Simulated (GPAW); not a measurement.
Crystal: MnS.

```
Mn S
1.0
     0.00000    2.47346    2.47346
     2.47346    0.00000    2.47346
     2.47346    2.47346    0.00000
Mn S
1 1
Cartesian
  0.0000 0.0000 0.0000
  3.7102 3.7102 3.7102
```

The cell is a database's computed one.

| Quantity | Value |
| --- | --- |
| Program | GPAW 26.7.0 |
| Task | relaxation of cell and atoms |
| Functional | RPBE |
| Dispersion | D4 |
| Potentials or basis | the program's PAW data sets (release 1.2.1) made for this functional |
| Cutoff | 600 eV |
| Basis | pw |
| k mesh | 9 × 9 × 9 |
| Occupations | fermi-dirac, width 0.05 eV |
| Spin | collinear spin, ferromagnetic start |
| Starting moments | [4.0, 0.0] μB |

At the start: pressure -3.5 GPa; volume 15.13 Å³/atom.

Q: How do energy, volume and symmetry change on relaxing?

A: Over 3 steps the energy falls by 4.1 meV/atom and the volume is 14.75 Å³/atom (-2.5 %); space group F-43m (No. 216, to 0.05 Å); moment 0.17 μB per cell.

Step by step:
```
step  energy change (eV)  largest force (eV/Å)  pressure (GPa)  volume (Å³)
   1              0.0000                0.0000           -3.53        30.27
   2             -0.0040                0.0000           -2.56        30.05
   3             -0.0082                0.0000            0.09        29.50
```

Final structure:
```xyz
2
Lattice="0.0000 2.4525 2.4525 2.4525 0.0000 2.4525 2.4525 2.4525 0.0000" Properties=species:S:1:pos:R:3 pbc="T T T"
Mn    0.0000    0.0000    0.0000
S     3.6788    3.6788    3.6788
```

Caveat: each step starts from the last one's moments, so a moment once lost doesn't come back; later steps reuse the first step's grids; the moment fell far below its start of 4 μB, so a state of higher moment may lie lower in energy; pairwise dispersion overbinds metals, which lowers pressure and volume.
